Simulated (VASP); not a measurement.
Crystal: BP.

```
CELL_PARAMETERS angstrom
0.00000 2.26900 2.26900
2.26900 0.00000 2.26900
2.26900 2.26900 0.00000
ATOMIC_POSITIONS crystal
B 0.00000 0.00000 0.00000
P 0.25000 0.25000 0.25000
```

* Program: VASP 6.6.1
* Task: relaxation of cell and atoms
* Functional: LDA
* Potentials or basis: VASP PAW LDA potentials, release 64 (B, P)
* Cutoff: 600 eV
* k mesh: 10 × 10 × 10
* Occupations: gaussian, width 0.03 eV
* Spin: no spin polarisation

At the start: pressure -5.3 GPa; volume 11.68 Å³/atom.

Problem. How do energy, volume and symmetry change on relaxing?

Solution. Over 3 steps the energy falls by 6.3 meV/atom and the volume is 11.31 Å³/atom (-3.2 %); space group F-43m (No. 216, to 0.05 Å).

The path:
```
step  energy change (eV)  largest force (eV/Å)  pressure (GPa)  volume (Å³)
   1              0.0000                0.0000           -5.32        23.36
   2             -0.0051                0.0000            4.50        22.08
   3             -0.0126                0.0000           -0.01        22.63
```

Final structure:
```
B P
1.0
     0.00000    2.24486    2.24486
     2.24486    0.00000    2.24486
     2.24486    2.24486    0.00000
B P
1 1
Cartesian
  0.0000 0.0000 0.0000
  1.1224 1.1224 1.1224
```
